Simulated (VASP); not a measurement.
Input of a VASP 6.6.1 run:

INCAR

```
SYSTEM = MoS2
  ALGO = Normal
  EDIFF = 1E-7
  EDIFFG = -0.02
  ENCUT = 600
  GGA = PE
  IBRION = 2
  ISIF = 3
  ISMEAR = -1
  IVDW = 1
  LASPH = .TRUE.
  LCHARG = .FALSE.
  LREAL = .FALSE.
  LWAVE = .FALSE.
  NELM = 60
  NSW = 60
  PREC = Accurate
  SIGMA = 0.05
```

KPOINTS

```
k-points
0
G
  10 10 10
  0 0 0
```

POSCAR

```
MoS2
1.0
    1.5855000000      0.9153888518      6.1149966667
   -1.5855000000      0.9153888518      6.1149966667
    0.0000000000     -1.8307777036      6.1149966667
Mo S
1 2
Direct
    0.0000000000      0.0000000000      0.0000000000
    0.2500000000      0.2500000000      0.2500000000
    0.7500000000      0.7500000000      0.7500000000
```

Potentials or basis: VASP PAW PBE potentials, release 64 (Mo_sv, S).

Launch:

```console
$ cat potpaw_PBE.64/Mo_sv/POTCAR potpaw_PBE.64/S/POTCAR > POTCAR
$ mpirun -np 1 vasp_std > vasp.out
```

**Question.** What does it give for the relaxed volume?

**Answer.** 18.09 Å³/atom.

**Question.** Predict the space group after relaxing (to 0.05 Å).

**Answer.** R-3m (No. 166).

**Question.** What does it give for the band gap on the k mesh?

**Answer.** None (metal or under the smearing width).

Final structure:
```yaml
crystal:
  lattice:
    - [1.60200, 0.92492, 6.10374]
    - [-1.60200, 0.92492, 6.10374]
    - [0.00000, -1.84983, 6.10374]
  atoms:
    - { symbol: Mo, position: [0.00000, 0.00000, 0.00000] }
    - { symbol: S, position: [0.24766, 0.24766, 0.24766] }
    - { symbol: S, position: [0.75234, 0.75234, 0.75234] }
```

Caveat: atom-pairwise D2, TS and ULG terms overbind metals; pairwise dispersion overbinds metals, which lowers pressure and volume. Zero-point motion and thermal expansion aren't in these numbers.
